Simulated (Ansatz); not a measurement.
Working through a band structure of GaN, space group Fm-3m

Program: Ansatz 0.2.0 through its Python package.

Notebook, run cell by cell (the value of a cell's last expression is shown):

```python
import warnings

import ansatz
from ase import Atoms
import matplotlib.pyplot as plt
import numpy as np

warnings.simplefilter("ignore", ansatz.DeckWarning)
```

```python
atoms = Atoms(
    ["Ga", "N"],
    scaled_positions=[
        [0.0, 0.0, 0.0],
        [0.5, 0.5, 0.5],
    ],
    cell=[
        [0.0, 2.135235, 2.135235],
        [2.135235, 0.0, 2.135235],
        [2.135235, 2.135235, 0.0],
    ],
    pbc=True,
)
cell = ansatz.Crystal.from_ase(atoms)

# high-symmetry points in fractions of the reciprocal vectors
path = [
    ("K", (0.375, 0.375, 0.75)),
    ("G", (0.0, 0.0, 0.0)),
    ("L", (0.5, 0.5, 0.5)),
    ("W", (0.5, 0.25, 0.75)),
    ("X", (0.5, 0.0, 0.5)),
]
job = (
    cell.calculation()
    .functional("pbesol")
    .basis(470)
    .kpoints(spacing=0.36)
    .occupations(ansatz.OccupationsMethod.FIXED)
    .band_structure([point for _, point in path], intervals=6)
    .scf(extra_bands=8)
    .band_table()
    .band_densities([("v1", "v1"), ("c1", "c1")])
)
with warnings.catch_warnings(record=True) as caught:
    warnings.simplefilter("always")
    res = job.run(threads=1)
print("warnings raised:", sorted(w.category.__name__ for w in caught) or "none")
r = res.report
```

    warnings raised: none

```python
{key: value for key, value in r.items() if isinstance(value, (int, float)) and "ev" in key}
```

    {'gap_by_band_count_ev': 0.3488070593708006,
     'fermi_energy_ev': 12.491199814314983,
     'harris_foulkes_ev': -4121.978019673923,
     'free_energy_ev': -4121.978019672373,
     'internal_energy_ev': -4121.978019672373,
     'lagrangian_ev': -4121.978019672373,
     'energy_sigma0_ev': -4121.978019672373,
     'lagrangian_sigma0_ev': -4121.978019672373,
     'entropy_ts_ev': 0.0,
     'loop_fermi_energy_ev': 12.491199814311331,
     'occupations_fermi_energy_ev': 12.491199814314983}

```python
print("%-22s %14.5f eV" % ("F = E - TS", r["free_energy_ev"]))
print("%-22s %14.5f eV" % ("E", r["internal_energy_ev"]))
print("%-22s %14.5f eV" % ("Harris-Foulkes", r["harris_foulkes_ev"]))
print("%-22s %14.5f eV" % ("Fermi level", r["fermi_energy_ev"]))

# direct or indirect, as far as the mesh can tell
levels = np.array(r["eigenvalues_ev"])
filled = round(r["n_electrons"] / 2)
top, bottom = levels[:, filled - 1], levels[:, filled]
print("top of band", filled, "at k =", r["kpoints_frac"][top.argmax()], f"{top.max():.4f} eV")
print("bottom of band", filled + 1, "at k =", r["kpoints_frac"][bottom.argmin()], f"{bottom.min():.4f} eV")
print(f"gap by band count {bottom.min() - top.max():.3f} eV, least direct gap {(bottom - top).min():.3f} eV")
```

    F = E - TS                -4121.97802 eV
    E                         -4121.97802 eV
    Harris-Foulkes            -4121.97802 eV
    Fermi level                  12.49120 eV
    top of band 9 at k = [0.0, 0.125, -0.25] 12.4912 eV
    bottom of band 10 at k = [0.0, -0.5, -0.5] 12.8400 eV
    gap by band count 0.349 eV, least direct gap 2.361 eV

```python
# how spread out the top filled and lowest empty bands are
for name, window in zip(("top filled band", "lowest empty band"), res.band_densities().windows):
    field = window.outcome.density.channels[0].density_e_per_ang3
    ratio = field.mean() ** 2 / np.mean(field ** 2)
    print(f"{name}: band {window.window.first}, participation ratio {ratio:.3f} of the cell")
```

    top filled band: band 9, participation ratio 0.299 of the cell
    lowest empty band: band 10, participation ratio 0.482 of the cell

```python
bands = res.band_structure()
fermi = bands.fermi_energy_ev
print(f"zero of the bands: {fermi:.3f} eV, the Fermi level found on the SCF mesh")
reciprocal = 2 * np.pi * np.linalg.inv(res.lattice.cell_ang).T
steps = np.linalg.norm(np.diff(bands.kpoints_frac @ reciprocal, axis=0), axis=1)
distance = np.concatenate([[0], np.cumsum(steps)])
fig, ax = plt.subplots(figsize=(5, 4))
for channel, colour in zip(bands.channels, ("C0", "C3")):
    ax.plot(distance, channel.eigenvalues_ev - fermi, colour, lw=1)
ax.set_xticks(distance[::6], [label for label, _ in path])
ax.set(ylim=(-6, 6), ylabel="E - E_F (eV)", xlim=(0, distance[-1]))
ax.grid(axis="x")
fig.savefig("bands.png", dpi=100)
first = bands.channels[0].eigenvalues_ev - fermi
near = np.argsort(np.abs(first.mean(axis=0)))[:4]
for band in sorted(near):
    print(f"band {band + 1}: {first[:, band].min():.3f} to {first[:, band].max():.3f} eV")
```

    zero of the bands: 12.491 eV, the Fermi level found on the SCF mesh
    band 7: -8.143 to -0.468 eV
    band 8: -5.655 to -0.155 eV
    band 9: -4.587 to 0.021 eV
    band 10: 0.349 to 6.111 eV

Notes:
- Absolute energies stand on the zero of these potentials, so only differences at equal settings mean something. A total without «per atom» is that of the cell as typed.
- Semilocal gaps usually lie well under measured ones.
- With fixed filling the reported Fermi level is the top filled level among the k-points of the SCF.
- The zero of the levels is a convention of the potentials, so an absolute Fermi energy is no work function.
- This is a high-temperature or high-pressure form, not the ambient phase.
- This cell is a computed structure, which may not be the phase found in nature.
- Gaps and levels are Kohn-Sham values on a finite set of k-points, without spin-orbit coupling.
- Timing: 2.6 s on 1 thread of Arm Neoverse V1 (shared host), peak memory 0.36 GiB.
